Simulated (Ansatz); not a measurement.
Input of an Ansatz 0.2.0 run:

File input.yaml:

```yaml
crystal:
  lattice:
    - [-3.045603, 3.045603, 1.55941]
    - [3.045603, -3.045603, 1.55941]
    - [3.045603, 3.045603, -1.55941]
  atoms:
    - { symbol: Hg, position: [0.75, 0.25, 0.5] }
    - { symbol: Te, position: [0.0, 0.0, 0.0] }
hamiltonian:
  xc: pbe
  pseudopotentials: { kind: paw }
kpoints:
  mp_grid: { grid: [10, 10, 10] }
scf:
  occupations: { method: fermi_dirac, width: 0.05 }
output:
  forces: true
  stress: true
  eigenvalues: true
  write_density: true
  write_potential: true
  elf: true
  volumetric_format: npy
relax:
  f_tol: 0.01
  max_steps: 40
  cell: { stress_tol: 0.05 }
```

Potentials or basis: Ansatz PAW.

Launch:

```sh
$ ansatz run input.yaml --threads 2 --pin off --max-ram 5632MiB --backend cpu --events-out ev --progress --plain --runs-dir out
```

(1) Predict the band gap on the k mesh.

(2) What does it give for the space group after relaxing (to 0.05 Å)?

(3) Predict the relaxed cell.

## Answers

(1) none (metal or under the smearing width).

(2) I-4m2 (No. 119).

(3) a = 4.489 Å, b = 4.489 Å, c = 4.489 Å, α = 97.64°, β = 97.64°, γ = 137.24°.
